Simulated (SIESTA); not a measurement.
## Ta under changes of volume

One of the cells (18.371 Å³/atom); the others are scaled copies at fixed shape and fractional positions:

```
CELL_PARAMETERS angstrom
-1.66222 1.66222 1.66222
1.66222 -1.66222 1.66222
1.66222 1.66222 -1.66222
ATOMIC_POSITIONS crystal
Ta 0.00000 0.00000 0.00000
```

- Program: SIESTA 5.4.2
- Functional: PBE
- Potentials or basis: PseudoDojo 0.4 standard (PBE files)
- Basis: DZP (energy shift 0.003 Ry; two zetas on semicore shells)
- Grid cutoff: 800 Ry
- Energy shift: 0.003 Ry
- k mesh: 11 × 11 × 11
- Occupations: fermi-dirac, width 0.05 eV
- Spin: no spin polarisation

```tsv
volume (Å³/atom)	energy over the lowest point (meV/atom)	pressure (GPa)
16.930	72.09	18.8
17.290	36.71	12.9
17.650	13.86	7.8
18.371	0.00	-0.9
18.731	?	?
19.091	21.79	-8.0
```

Task: What does the run at 18.731 Å³/atom give?

Result: Energy over the lowest point 7.01 meV/atom; pressure -4.7 GPa.

Worked out: A Birch-Murnaghan fit of order 3 (a polynomial in V^(-2/3)) to the other rows has its minimum at 18.26 Å³/atom with B0 = V·E''(V) = 206 GPa and B' = 4.7. It gives 6.94 meV/atom at 18.731 Å³/atom, against the run's 7.01, and -dE/dV = -4.9 GPa, against -4.7.

Energies are extrapolated to zero smearing.

Caveats: short orbitals over semicore shells can move pressures by several GPa; the basis of atomic orbitals isn't converged, which shifts pressures, moduli and gaps.
